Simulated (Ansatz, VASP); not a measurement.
One calculation of Al, two programs

```
CELL_PARAMETERS angstrom
0.00000 2.01946 2.01946
2.01946 0.00000 2.01946
2.01946 2.01946 0.00000
ATOMIC_POSITIONS crystal
Al 0.00000 0.00000 0.00000
```

Alike in both runs: task single point; functional PBE; k mesh 10 × 10 × 10; occupations gaussian, width 0.1 eV; no spin polarisation.

|  | VASP | Ansatz |
| --- | --- | --- |
| version | VASP 6.6.1 | Ansatz 0.2.0 |
| potentials or method | VASP PAW PBE potentials, release 64 (Al) | scalar-relativistic, plane waves, PAW |
| plane-wave cutoff (eV) | 520 | 420 |
| valence electrons in the cell | 3 | 3 |

Ansatz gave:

```
pressure (GPa) : 0.0
```

Task: Estimate VASP's values.

Result: Pressure (GPa): -0.1.
